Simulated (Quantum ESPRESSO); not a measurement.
## Ge in Quantum ESPRESSO: the effect of target pressure

Ge:

```xyz
2
Lattice="-2.5745 2.5745 1.3974 2.5745 -2.5745 1.3974 2.5745 2.5745 -1.3974" Properties=species:S:1:pos:R:3 pbc="T T T"
Ge    0.0000    0.0000    1.3974
Ge    2.5745    0.0000    0.6987
```

This isn't the form of Ge at room conditions, which is diamond.

Alike in all runs:

```yaml
Program: Quantum ESPRESSO 7.5
Task: phonons
Functional: LDA
Potentials_or_basis: PseudoDojo 0.4.1 SR LDA standard
Cutoff: 1061 eV
Density_cutoff: 4245 eV
k_mesh: 9 × 9 × 9
Occupations: cold, width 0.2 eV
Spin: no spin polarisation
```

Each run relaxes the cell or the atoms first.

| target pressure | relaxed volume (Å³/atom) | highest phonon frequency (cm⁻¹) |
| --- | --- | --- |
| 0 GPa | 17.91 | 168 |
| 2 GPa | 17.50 | 175 |
| 5 GPa | 16.97 | 184 |
| 10 GPa | ? | ? |
| 15 GPa | 15.66 | 215 |

Task: What does the run with target pressure 10 GPa give?

Result: Relaxed volume 16.25 Å³/atom; highest phonon frequency 199 cm⁻¹.

Worked out: In Murnaghan's law V^(-B') rises as a straight line in P. The other rows fit best with B' = 4.3, V0 = 17.91 Å³/atom and B0 = 83 GPa, which gives 16.25 Å³/atom at 10 GPa, against the run's 16.25. A straight line through the other rows of the highest phonon frequency, of slope 3.11 cm⁻¹ per GPa, gives 200 cm⁻¹, against the run's 199.

Caveats: the cell is more than 3 GPa from zero pressure, which shifts response properties (some runs); the volume moved by over 15 % at a fixed basis, so the end points are rough (some runs).
